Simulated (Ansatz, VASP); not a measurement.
**AlN in VASP and in Ansatz**

```
Al N
1.0
     0.00000    2.13529    2.13529
     2.13529    0.00000    2.13529
     2.13529    2.13529    0.00000
Al N
1 1
Direct
  0.00000 0.00000 0.00000
  0.25000 0.25000 0.25000
```

Alike in both runs: functional PBE; k mesh 16 × 16 × 16; occupations fermi-dirac, width 0.08 eV; no spin polarisation.

Ansatz relaxed the structure, and its values are those at the end. VASP's run is a single point on that final structure, the one shown.

```csv
,VASP,Ansatz
version,VASP 6.6.1,Ansatz 0.2.0
potentials or method,"VASP PAW PBE potentials, release 64 (Al, N), cutoff 520 eV","all-electron LAPW, scalar-relativistic"
```

|  | VASP | Ansatz | Ansatz less VASP |
| --- | --- | --- | --- |
| gap on the k mesh at the Fermi level (eV) | 3.35 | 3.35 | 0.000 |
| pressure (GPa) | 20.9 | 21.0 | +0.10 |

Ansatz ran all-electron here, so the differences hold the error of VASP's frozen core and of both bases.

Caveats: so large a pressure means that the cell lies far from this level's equilibrium, or that cutoff or potentials fall short (VASP). A k mesh can miss the band edges.
